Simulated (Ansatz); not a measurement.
Born–Oppenheimer molecular dynamics of a periodic cell of 16 atoms, C (start crystal C, start structure diamond, volume 1.05 times the crystal's). It starts from a structure without forces on its atoms.

The calculation used DFT PBEsol, scalar-relativistic, plane waves, PAW (Ansatz). Settings: cutoff 420 eV, k mesh 3x3x3, fermi-dirac smearing 0.3 eV, no spin polarisation.

```json
{
  "ensemble": "NVE (velocity Verlet)",
  "time step": "1.12 fs",
  "steps asked": "90",
  "starting velocities drawn for": "7000 K",
  "seed": "211265"
}
```

Frames 2.24 fs apart, positions in Å.

Velocities at 11.2 fs (Å/ps):

```
C 0.61 -5.08 -3.56
C 18.23 1.38 4.64
C -17.42 -0.49 -11.04
C -18.63 -7.74 -8.92
C -6.67 -5.89 14.55
C -4.04 -12.44 7.29
C -9.29 0.53 9.71
C 2.10 3.30 0.10
C -6.57 14.75 25.07
C 16.13 0.75 -2.09
C 1.93 -7.64 4.13
C 3.48 7.82 -0.23
C 14.20 9.11 4.87
C -0.47 15.57 -3.20
C -18.57 -6.73 -22.47
C 24.98 -7.18 -18.83
```

```xyz
16
Lattice="0.0000 3.6285 3.6285 3.6285 0.0000 3.6285 3.6285 3.6285 0.0000" Properties=species:S:1:pos:R:3 time_fs=11.2 energy_less_start_eV=10.031 T=1866
C 0.159 -0.090 0.208
C 0.811 0.958 1.022
C 1.800 1.718 -0.021
C 2.758 2.621 0.849
C 1.583 -0.013 1.889
C 2.925 0.865 2.828
C 3.490 1.559 1.582
C 4.195 2.541 2.538
C 0.065 2.022 1.738
C 1.049 2.699 2.904
C 1.708 3.654 1.765
C 2.510 4.537 2.633
C 2.157 1.915 3.683
C 2.829 2.982 4.667
C 3.646 3.756 3.581
C 4.601 4.562 4.419
16
Lattice="0.0000 3.6285 3.6285 3.6285 0.0000 3.6285 3.6285 3.6285 0.0000" Properties=species:S:1:pos:R:3 time_fs=13.4 energy_less_start_eV=8.711 T=2539
C 0.154 -0.099 0.191
C 0.858 0.961 1.031
C 1.754 1.722 -0.047
C 2.708 2.605 0.829
C 1.577 -0.027 1.923
C 2.907 0.835 2.843
C 3.476 1.569 1.613
C 4.214 2.557 2.546
C 0.048 2.049 1.805
C 1.084 2.703 2.891
C 1.719 3.633 1.776
C 2.529 4.558 2.635
C 2.179 1.932 3.694
C 2.823 3.010 4.655
C 3.599 3.736 3.526
C 4.657 4.544 4.377
16
Lattice="0.0000 3.6285 3.6285 3.6285 0.0000 3.6285 3.6285 3.6285 0.0000" Properties=species:S:1:pos:R:3 time_fs=15.7 energy_less_start_eV=7.746 T=3032
C 0.137 -0.103 0.159
C 0.909 0.963 1.035
C 1.698 1.735 -0.074
C 2.651 2.592 0.811
C 1.591 -0.039 1.955
C 2.873 0.803 2.853
C 3.478 1.593 1.659
C 4.256 2.586 2.568
C 0.029 2.060 1.884
C 1.111 2.712 2.864
C 1.744 3.608 1.785
C 2.568 4.581 2.639
C 2.178 1.940 3.703
C 2.809 3.021 4.634
C 3.550 3.710 3.467
C 4.705 4.524 4.342
16
Lattice="0.0000 3.6285 3.6285 3.6285 0.0000 3.6285 3.6285 3.6285 0.0000" Properties=species:S:1:pos:R:3 time_fs=17.9 energy_less_start_eV=7.621 T=3099
C 0.111 -0.101 0.119
C 0.953 0.964 1.037
C 1.638 1.756 -0.097
C 2.595 2.582 0.801
C 1.627 -0.043 1.979
C 2.828 0.775 2.857
C 3.494 1.627 1.710
C 4.313 2.621 2.600
C 0.011 2.054 1.964
C 1.127 2.725 2.830
C 1.780 3.583 1.787
C 2.620 4.606 2.643
C 2.155 1.936 3.711
C 2.790 3.012 4.611
C 3.507 3.683 3.416
C 4.737 4.504 4.318
16
Lattice="0.0000 3.6285 3.6285 3.6285 0.0000 3.6285 3.6285 3.6285 0.0000" Properties=species:S:1:pos:R:3 time_fs=20.2 energy_less_start_eV=8.065 T=2875
C 0.079 -0.093 0.077
C 0.980 0.960 1.035
C 1.585 1.781 -0.112
C 2.549 2.577 0.802
C 1.684 -0.036 1.990
C 2.779 0.755 2.853
C 3.522 1.667 1.760
C 4.372 2.656 2.637
C -0.002 2.032 2.032
C 1.127 2.742 2.794
C 1.825 3.564 1.776
C 2.676 4.633 2.644
C 2.111 1.917 3.715
C 2.768 2.983 4.590
C 3.479 3.659 3.381
C 4.750 4.488 4.310
16
Lattice="0.0000 3.6285 3.6285 3.6285 0.0000 3.6285 3.6285 3.6285 0.0000" Properties=species:S:1:pos:R:3 time_fs=22.4 energy_less_start_eV=8.396 T=2709
C 0.045 -0.082 0.040
C 0.986 0.951 1.030
C 1.550 1.805 -0.113
C 2.523 2.577 0.813
C 1.758 -0.018 1.984
C 2.734 0.748 2.840
C 3.557 1.708 1.802
C 4.425 2.689 2.672
C -0.006 2.000 2.078
C 1.110 2.759 2.764
C 1.873 3.555 1.753
C 2.726 4.656 2.643
C 2.047 1.885 3.715
C 2.746 2.934 4.573
C 3.470 3.641 3.371
C 4.743 4.477 4.322
16
Lattice="0.0000 3.6285 3.6285 3.6285 0.0000 3.6285 3.6285 3.6285 0.0000" Properties=species:S:1:pos:R:3 time_fs=24.6 energy_less_start_eV=7.973 T=2931
C 0.011 -0.069 0.010
C 0.970 0.936 1.022
C 1.538 1.823 -0.097
C 2.521 2.582 0.832
C 1.838 0.009 1.958
C 2.700 0.759 2.820
C 3.595 1.745 1.833
C 4.464 2.719 2.698
C 0.002 1.963 2.092
C 1.079 2.776 2.741
C 1.917 3.557 1.719
C 2.763 4.671 2.644
C 1.968 1.845 3.709
C 2.727 2.869 4.561
C 3.480 3.629 3.389
C 4.714 4.471 4.354
16
Lattice="0.0000 3.6285 3.6285 3.6285 0.0000 3.6285 3.6285 3.6285 0.0000" Properties=species:S:1:pos:R:3 time_fs=26.9 energy_less_start_eV=6.426 T=3724
C -0.019 -0.055 -0.009
C 0.935 0.918 1.008
C 1.554 1.831 -0.062
C 2.546 2.589 0.855
C 1.909 0.034 1.912
C 2.686 0.792 2.799
C 3.632 1.776 1.850
C 4.488 2.749 2.710
C 0.025 1.928 2.070
C 1.036 2.791 2.728
C 1.949 3.573 1.684
C 2.779 4.669 2.652
C 1.880 1.801 3.697
C 2.713 2.795 4.553
C 3.509 3.623 3.434
C 4.665 4.471 4.405
16
Lattice="0.0000 3.6285 3.6285 3.6285 0.0000 3.6285 3.6285 3.6285 0.0000" Properties=species:S:1:pos:R:3 time_fs=29.1 energy_less_start_eV=4.334 T=4789
C -0.044 -0.041 -0.018
C 0.888 0.898 0.990
C 1.595 1.831 -0.014
C 2.597 2.599 0.876
C 1.961 0.052 1.848
C 2.691 0.845 2.778
C 3.665 1.801 1.855
C 4.503 2.777 2.712
C 0.059 1.895 2.011
C 0.986 2.803 2.723
C 1.963 3.602 1.657
C 2.776 4.648 2.667
C 1.791 1.761 3.678
C 2.704 2.716 4.547
C 3.552 3.624 3.503
C 4.598 4.474 4.471
16
Lattice="0.0000 3.6285 3.6285 3.6285 0.0000 3.6285 3.6285 3.6285 0.0000" Properties=species:S:1:pos:R:3 time_fs=31.4 energy_less_start_eV=3.277 T=5325
C -0.062 -0.026 -0.017
C 0.839 0.880 0.967
C 1.656 1.826 0.038
C 2.668 2.612 0.893
C 1.988 0.061 1.775
C 2.710 0.912 2.758
C 3.692 1.820 1.850
C 4.516 2.799 2.707
C 0.094 1.862 1.924
C 0.934 2.810 2.723
C 1.959 3.640 1.649
C 2.758 4.611 2.691
C 1.708 1.731 3.654
C 2.703 2.639 4.542
C 3.602 3.629 3.587
C 4.519 4.479 4.544
16
Lattice="0.0000 3.6285 3.6285 3.6285 0.0000 3.6285 3.6285 3.6285 0.0000" Properties=species:S:1:pos:R:3 time_fs=33.6 energy_less_start_eV=4.223 T=4844
C -0.073 -0.010 -0.011
C 0.799 0.866 0.940
C 1.731 1.817 0.083
C 2.748 2.632 0.906
C 1.992 0.060 1.704
C 2.734 0.980 2.735
C 3.710 1.837 1.843
C 4.533 2.815 2.703
C 0.117 1.825 1.824
C 0.885 2.809 2.725
C 1.939 3.681 1.664
C 2.734 4.566 2.719
C 1.639 1.714 3.627
C 2.708 2.571 4.535
C 3.649 3.634 3.675
C 4.441 4.488 4.614
16
Lattice="0.0000 3.6285 3.6285 3.6285 0.0000 3.6285 3.6285 3.6285 0.0000" Properties=species:S:1:pos:R:3 time_fs=35.8 energy_less_start_eV=6.372 T=3752
C -0.077 0.007 -0.004
C 0.781 0.853 0.905
C 1.812 1.806 0.113
C 2.824 2.662 0.916
C 1.973 0.050 1.644
C 2.753 1.040 2.709
C 3.717 1.857 1.841
C 4.561 2.825 2.705
C 0.118 1.789 1.728
C 0.842 2.798 2.724
C 1.907 3.717 1.704
C 2.711 4.520 2.750
C 1.587 1.712 3.599
C 2.715 2.519 4.526
C 3.685 3.632 3.753
C 4.377 4.498 4.673
```

Of the whole run (101 fs, mean temperature of the second half 3443 K): The conserved energy wandered by up to 6.5 meV per atom (net 4.6 meV per atom), which is poor conservation. The temperature averaged 0.49 of the 7000 K drawn at the start: a run that starts near a minimum puts about half its kinetic energy into the potential. A run of 0.1 ps of so small a system gives no equilibrium averages.

Time of the run: 8.5 min on 1 thread of Arm Neoverse V1, on a shared host, peak memory 0.34 GiB.
